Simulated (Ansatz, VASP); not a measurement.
# CuO: VASP beside Ansatz

```
Cu O
1.0
     2.83633    0.00000    0.00000
    -1.41816    2.45633    0.00000
     0.00000    0.00000    2.76811
Cu O
1 1
Direct
  0.00000 0.00000 0.00000
  0.66667 0.33333 0.50000
```

Alike in both runs: task relaxation of cell and atoms; functional LDA; k mesh 9 × 9 × 8; occupations fermi-dirac, width 0.05 eV; no spin polarisation.

|  | VASP | Ansatz |
| --- | --- | --- |
| version | VASP 6.6.1 | Ansatz 0.2.0 |
| potentials or method | VASP PAW LDA potentials, release 64 (Cu, O), cutoff 600 eV | all-electron LAPW, scalar-relativistic |

```tsv
	VASP	Ansatz	Ansatz less VASP
relaxed volume (Å³/atom)	8.87	8.86	-0.018
relaxed cell length with the largest relative difference (Å)	2.796	2.794	-0.0024
energy change over the relaxation (meV/atom)	-53	-55	-2.0
```

Ansatz ran all-electron here, so the differences hold the error of VASP's frozen core and of both bases.

Caveats: the run has no spin polarisation, though such a crystal can be magnetic; an odd number of electrons without spin polarisation forces a metal (VASP); a magnetic or distorted state may lie lower (VASP); the k mesh is thin for a metal, which can move the energy by tens of meV per atom (Ansatz).
